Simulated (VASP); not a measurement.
# Ir (Fm-3m) in VASP: elastic constants with r2SCAN

Aim: the elastic constants of Ir with r2SCAN.

Program: VASP 6.6.1. These are calculated values, not measurements. Logs are shortened: lines on timing, memory, paths and dates and some standing lists are left out, and cuts for length are marked.

### 1 The structure

It takes space group Fm-3m (No. 225, cubic). Conventional cell: a = 3.831 Å, b = 3.831 Å, c = 3.831 Å, α = 90.00°, β = 90.00°, γ = 90.00°. Ir (site symmetry m-3m) is surrounded by 12 Ir at 2.71 Å.

### 2 Elastic constants, r2SCAN

The input, POSCAR:

```
Ir
1.0
    0.0000000000      1.9156000000      1.9156000000
    1.9156000000      0.0000000000      1.9156000000
    1.9156000000      1.9156000000      0.0000000000
Ir
1
Direct
    0.0000000000      0.0000000000      0.0000000000
```

The input, INCAR.step1:

```
SYSTEM = Ir
PREC = Accurate
ENCUT = 600
EDIFF = 1E-8
ISMEAR = 0
SIGMA = 0.1
LREAL = .FALSE.
LASPH = .TRUE.
NELM = 80
ALGO = Normal
ISIF = 3
LWAVE = .FALSE.
LCHARG = .FALSE.
METAGGA = R2SCAN
LMIXTAU = .TRUE.
IBRION = 2
NSW = 40
EDIFFG = -0.002
```

The input, INCAR.step2:

```
SYSTEM = Ir
PREC = Accurate
ENCUT = 600
EDIFF = 1E-8
ISMEAR = 0
SIGMA = 0.1
LREAL = .FALSE.
LASPH = .TRUE.
NELM = 80
ALGO = Normal
ISIF = 3
LWAVE = .FALSE.
LCHARG = .FALSE.
METAGGA = R2SCAN
LMIXTAU = .TRUE.
IBRION = 6
NFREE = 2
POTIM = 0.015
NSW = 1
```

The input, KPOINTS:

```
Automatic mesh
0
G
  18 18 18
  0 0 0
```

Potentials or basis: VASP PAW PBE potentials, release 64 (Ir).

On the command line:

```console
cat potpaw_PBE.64/Ir/POTCAR > POTCAR
cp INCAR.step1 INCAR
mpirun -np 1 vasp_std > vasp.out
cp CONTCAR POSCAR
cp INCAR.step2 INCAR
mpirun -np 1 vasp_std > vasp.out
```

OUTCAR:

```text
SYSTEM = Ir
   PREC = Accurate
   ENCUT = 600
   EDIFF = 1E-8
   ISMEAR = 0
   LREAL = .FALSE.
   LASPH = .TRUE.
   NELM = 80
   ISIF = 3
   METAGGA = R2SCAN
   IBRION = 6
   NFREE = 2
   POTIM = 0.015
   NSW = 1

 ion  position               nearest neighbor table
   1  0.000  0.000  0.000-

  LATTYP: Found a face centered cubic cell.
 ALAT       =     3.8526503478

  Lattice vectors:

 A1 = (   0.0000000000,   1.9263251739,   1.9263251739)
 A2 = (   1.9263251739,   0.0000000000,   1.9263251739)
 A3 = (   1.9263251739,   1.9263251739,   0.0000000000)

Analysis of symmetry for initial positions (statically):
=====================================================================
 Subroutine PRICEL returns:
 Original cell was already a primitive cell.

 Routine SETGRP: Setting up the symmetry group for a
 face centered cubic supercell.

 Subroutine GETGRP returns: Found 48 space group operations
 (whereof 48 operations were pure point group operations)
 out of a pool of 48 trial point group operations.

The static configuration has the point symmetry O_h .

Analysis of symmetry for dynamics (positions and initial velocities):
=====================================================================
 Subroutine PRICEL returns:
 Original cell was already a primitive cell.

 Routine SETGRP: Setting up the symmetry group for a
 face centered cubic supercell.

 Subroutine GETGRP returns: Found 48 space group operations
 (whereof 48 operations were pure point group operations)
 out of a pool of 48 trial point group operations.

The dynamic configuration has the point symmetry O_h .

 Subroutine INISYM returns: Found 48 space group operations
 (whereof 48 operations are pure point group operations),
 and found     1 'primitive' translations

----------------------------------------------------------------------------------------

                                     Primitive cell

  volume of cell :      14.2961

  direct lattice vectors                    reciprocal lattice vectors
     0.000000000  1.926325174  1.926325174    -0.259561577  0.259561577  0.259561577
     1.926325174  0.000000000  1.926325174     0.259561577 -0.259561577  0.259561577
     1.926325174  1.926325174  0.000000000     0.259561577  0.259561577 -0.259561577

  length of vectors
     2.724235186  2.724235186  2.724235186     0.449573839  0.449573839  0.449573839

  position of ions in fractional coordinates (direct lattice)
     0.000000000  0.000000000  0.000000000

  ion indices of the primitive-cell ions
   primitive index   ion index
                 1           1

----------------------------------------------------------------------------------------

 KPOINTS: Automatic mesh

Automatic generation of k-mesh.
 Grid dimensions read from file:
 generate k-points for:   18   18   18

 Generating k-lattice:

  Cartesian coordinates                     Fractional coordinates (reciprocal lattice)
    -0.014420088  0.014420088  0.014420088     0.055555556  0.000000000  0.000000000
     0.014420088 -0.014420088  0.014420088     0.000000000  0.055555556  0.000000000
     0.014420088  0.014420088 -0.014420088     0.000000000  0.000000000  0.055555556

  Length of vectors
     0.024976324  0.024976324  0.024976324

  Shift w.r.t. Gamma in fractional coordinates (k-lattice)
     0.000000000  0.000000000  0.000000000

 Subroutine IBZKPT returns following result:
 ===========================================

 Found    195 irreducible k-points:

 Following reciprocal coordinates:
[... 85 lines left out ...]

 number of electron       9.0000000 magnetization

 Free energy of the ion-electron system (eV)
  ---------------------------------------------------
  ext. energy  EPLUGINS =         0.00000000
  ---------------------------------------------------
  free energy    TOTEN  =       -52.37029330 eV

  energy without entropy =      -52.36524723  energy(sigma->0) =      -52.36777026

------------------------ aborting loop because EDIFF is reached ----------------------------------------

  FORCE on cell =-STRESS in cart. coord.  units (eV):
  Direction    XX          YY          ZZ          XY          YZ          ZX
  --------------------------------------------------------------------------------------
  -------------------------------------------------------------------------------------
  Total       -0.0006570     -0.0006570     -0.0006570      0.0000000      0.0000000      0.0000000
  in kB       -0.0736298     -0.0736298     -0.0736298      0.0000000      0.0000000      0.0000000
  external PRESSURE =      -0.0736298 kB  Pullay stress =       0.0000000 kB
[... 86 lines left out ...]
  FREE ENERGIE OF THE ION-ELECTRON SYSTEM (eV)
  ---------------------------------------------------
  free  energy   TOTEN  =       -52.3637194822 eV

  energy  without entropy=      -52.3587837974  energy(sigma->0) =      -52.36125164

 E-fermi :   9.7812     XC(G=0): -15.1525

 val. band max:        9.7781346343   @ k =   0.3333   0.1111   0.0556
 cond. band min:       9.7833763000   @ k =  -0.3333   0.0000   0.3333
 fundamental gap:      0.0052416657
 Fermi energy:         9.7811813484

 k-point     1 :       0.0000    0.0000    0.0000
  band No.  band energies     occupation
      1      -1.5087      2.00000
      2       5.7641      2.00000
      3       5.9616      2.00000
      4       5.9616      2.00000
      5       8.3634      2.00000
      6       8.6221      2.00000
      7      24.8976      0.00000
      8      30.7576      0.00000
[... 243 lines left out ...]
 k-point    24 :      -0.2222    0.0556    0.0000
  band No.  band energies     occupation
      1       0.7614      2.00000
      2       5.2206      2.00000
      3       6.2435      2.00000
      4       6.5142      2.00000
      5       8.2894      2.00000
      6       9.0580      2.00000
      7      24.5852      0.00000
      8      27.3679      0.00000

 [... further k-points ...]

[... ionic steps 4 to 12 ...]

--------------------------------------- Ionic step       13  -------------------------------------------

 number of electron       9.0000000 magnetization

------------------------ aborting loop because EDIFF is reached ----------------------------------------
[... 65 lines left out ...]
--------------------------------------- Ionic step       15  -------------------------------------------

 number of electron       9.0000000 magnetization

 Free energy of the ion-electron system (eV)
  ---------------------------------------------------
  ext. energy  EPLUGINS =         0.00000000
  ---------------------------------------------------
  free energy    TOTEN  =       -52.37029333 eV

  energy without entropy =      -52.36524726  energy(sigma->0) =      -52.36777029

 E-fermi :  10.0394     XC(G=0): -15.2556

 val. band max:       10.0278526433   @ k =   0.3333   0.1111   0.0556
 cond. band min:      10.0426209039   @ k =   0.5000   0.2222   0.1111
 fundamental gap:      0.0147682606
 Fermi energy:        10.0394236648

 k-point     1 :       0.0000    0.0000    0.0000
  band No.  band energies     occupation
      1      -1.4180      2.00000
      2       6.0594      2.00000
      3       6.0594      2.00000
      4       6.0594      2.00000
      5       8.7245      2.00000
      6       8.7245      2.00000
      7      25.1187      0.00000
      8      30.9186      0.00000
[... 281 lines left out ...]
  FREE ENERGIE OF THE ION-ELECTRON SYSTEM (eV)
  ---------------------------------------------------
  free  energy   TOTEN  =       -52.3702933274 eV

  energy  without entropy=      -52.3652472552  energy(sigma->0) =      -52.36777029

 INTERNAL STRAIN TENSORS FROM STRAINED CELLS
 ============================================

 INTERNAL STRAIN TENSOR FOR ION    1 for displacements in x,y,z  (eV/Angst):
          X           Y           Z          XY          YZ          ZX
  --------------------------------------------------------------------------------
  x    -0.00000     0.00000     0.00000     0.00000     0.00000     0.00000
  y    -0.00000     0.00000     0.00000     0.00000    -0.00000     0.00000
  z     0.00000    -0.00000    -0.00000     0.00000     0.00000    -0.00000

 INTERNAL STRAIN TENSORS FROM DISPLACED ATOMS
 ============================================

 INTERNAL STRAIN TENSOR FOR ION    1 for displacements in x,y,z  (eV/Angst):
          X           Y           Z          XY          YZ          ZX
  --------------------------------------------------------------------------------
  x     0.00000     0.00000     0.00000     0.00000     0.00000     0.00000
  y     0.00000     0.00000     0.00000     0.00000     0.00000     0.00000
  z     0.00000     0.00000     0.00000     0.00000     0.00000     0.00000

 Eigenvectors and eigenvalues of the dynamical matrix
 ----------------------------------------------------

   1 f/i=    0.000000 THz     0.000000 2PiTHz    0.000000 cm-1     0.000000 meV
             X         Y         Z           dx          dy          dz
      0.000000  0.000000  0.000000     0.707107   -0.707107    0.000000

   2 f/i=    0.000000 THz     0.000000 2PiTHz    0.000000 cm-1     0.000000 meV
             X         Y         Z           dx          dy          dz
      0.000000  0.000000  0.000000    -0.707107   -0.707107    0.000000

   3 f/i=    0.000000 THz     0.000000 2PiTHz    0.000000 cm-1     0.000000 meV
             X         Y         Z           dx          dy          dz
      0.000000  0.000000  0.000000     0.000000    0.000000    1.000000

--------------------------------------------------------------------------------------------------------

 ELASTIC MODULI CONTR FROM IONIC RELAXATION (kBar)
 Direction    XX          YY          ZZ          XY          YZ          ZX
 --------------------------------------------------------------------------------
 XX           0.0000      0.0000      0.0000      0.0000      0.0000      0.0000
 YY           0.0000      0.0000      0.0000      0.0000      0.0000      0.0000
 ZZ           0.0000      0.0000      0.0000      0.0000      0.0000      0.0000
 XY           0.0000      0.0000      0.0000      0.0000      0.0000      0.0000
 YZ           0.0000      0.0000      0.0000      0.0000      0.0000      0.0000
 ZX           0.0000      0.0000      0.0000      0.0000      0.0000      0.0000
 --------------------------------------------------------------------------------

 TOTAL ELASTIC MODULI (kBar)
 Direction    XX          YY          ZZ          XY          YZ          ZX
 --------------------------------------------------------------------------------
 XX        6382.0804   2481.2179   2481.2179      0.0000      0.0000      0.0000
 YY        2481.2179   6382.0804   2481.2179      0.0000      0.0000     -0.0000
 ZZ        2481.2179   2481.2179   6382.0804      0.0000     -0.0000      0.0000
 XY           0.0000      0.0000      0.0000   2653.7218      0.0000      0.0000
 YZ           0.0000      0.0000     -0.0000      0.0000   2653.7218      0.0000
 ZX           0.0000     -0.0000      0.0000      0.0000      0.0000   2653.7218
 --------------------------------------------------------------------------------
```

Wall time 51 min (1 thread of Intel Xeon Platinum 8488C (Sapphire Rapids), shared host); peak memory 0.56 GiB.

What came out:

```yaml
Relaxed_volume: 14.30 Å³/atom
Relaxed_cell: a = 2.724 Å, b = 2.724 Å, c = 2.724 Å, α = 60.00°, β = 60.00°, γ = 60.00°
Space_group_after_relaxing_to_0.05_Å: Fm-3m (No. 225)
Elastic_constants_C11_C12_C44: 638, 248, 265 GPa
Voigt_bulk_modulus: 378 GPa
```

The path:
| step | energy change (eV) | largest force (eV/Å) | pressure (GPa) | volume (Å³) |
| --- | --- | --- | --- | --- |
| 1 | 0.0000 | 0.0000 | 6.60 | 14.06 |
| 2 | 0.0638 | 0.0000 | -21.01 | 15.27 |
| 3 | -0.0048 | 0.0000 | -0.17 | 14.30 |
| 4 | -0.0048 | 0.0000 | 0.00 | 14.30 |

Final structure:
```cif
data_structure
_symmetry_space_group_name_H-M 'P 1'
_symmetry_Int_Tables_number 1
_cell_length_a 2.7242
_cell_length_b 2.7242
_cell_length_c 2.7242
_cell_angle_alpha 60.000
_cell_angle_beta 60.000
_cell_angle_gamma 60.000
_cell_volume 14.30
loop_
_atom_site_label
_atom_site_type_symbol
_atom_site_fract_x
_atom_site_fract_y
_atom_site_fract_z
_atom_site_occupancy
Ir1 Ir 0.00000 0.00000 0.00000 1
```

Elastic tensor in Voigt notation (GPa, in the Cartesian axes of the cell as first typed):
```
638 248 248   0   0   0
248 638 248   0   0   0
248 248 638   0   0   0
  0   0   0 265   0   0
  0   0   0   0 265   0
  0   0   0   0   0 265
```

Clamped-ion elastic tensor (GPa):
```
638 248 248   0   0   0
248 638 248   0   0   0
248 248 638   0   0   0
  0   0   0 265   0   0
  0   0   0   0 265   0
  0   0   0   0   0 265
```

Caveat: the PAW data sets were made with another functional, which shifts forces and pressure a little. The run has no spin-orbit coupling, so splittings on Ir are missing.
